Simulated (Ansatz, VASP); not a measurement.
One calculation of KCl, two programs

Contents of INCAR:

```
SYSTEM = KCl
PREC = Accurate
ENCUT = 520
EDIFF = 1E-6
ISMEAR = 0
SIGMA = 0.05
LREAL = .FALSE.
LASPH = .TRUE.
NELM = 60
ALGO = Normal
ISIF = 2
LWAVE = .FALSE.
LCHARG = .FALSE.
GGA = PS
NBANDS = 15
```

KPOINTS

```
Automatic mesh
0
G
  6 6 6
  0 0 0
```

File POSCAR:

```
KCl
1.0
    0.0000000000      3.2507830000      3.1561000000
    3.0614170000      0.0000000000      3.1561000000
    3.0614170000      3.2507830000      0.0000000000
K Cl
1 1
Direct
    0.0000000000      0.0000000000      0.0000000000
    0.5000000000      0.5000000000      0.5000000000
```

Input for Ansatz:

```yaml
crystal:
  lattice:
    - [0.0, 3.250783, 3.1561]
    - [3.061417, 0.0, 3.1561]
    - [3.061417, 3.250783, 0.0]
  atoms:
    - { symbol: K, position: [0.0, 0.0, 0.0] }
    - { symbol: Cl, position: [0.5, 0.5, 0.5] }
basis:
  ecutwfc: 420
kpoints:
  mp_grid: { grid: [6, 6, 6] }
hamiltonian:
  xc: pbesol
scf:
  occupations: { method: gaussian, width: 0.05 }
output:
  forces: true
  stress: true
  eigenvalues: true
```

Change from the starting cell: strain -0.0300 x Voigt [1, -1, 0, 0, 0, 0], atoms carried along.

Alike in both runs: task single point; functional PBEsol; k mesh 6 × 6 × 6; occupations gaussian, width 0.05 eV; no spin polarisation.

|  | VASP | Ansatz |
| --- | --- | --- |
| version | VASP 6.6.1 | Ansatz 0.2.0 |
| potentials or method | VASP PAW PBE potentials, release 64 (K_sv, Cl) | scalar-relativistic, plane waves, PAW |
| plane-wave cutoff (eV) | 520 | 420 |
| valence electrons in the cell | 16 | 16 |

```csv
,VASP,Ansatz,Ansatz less VASP
gap on the k mesh at the Fermi level (eV),4.97,4.97,+0.004
least direct gap on the mesh (eV),4.97,4.97,+0.004
pressure (GPa),-0.4,-0.4,-0.04
largest component of the traceless stress (GPa),1.03,1.01,-0.025
```

With one functional, cell and mesh, what is left measures potentials, basis and numerics.

Caveats: the PAW data sets were made with another functional, which shifts forces and pressure a little (VASP).
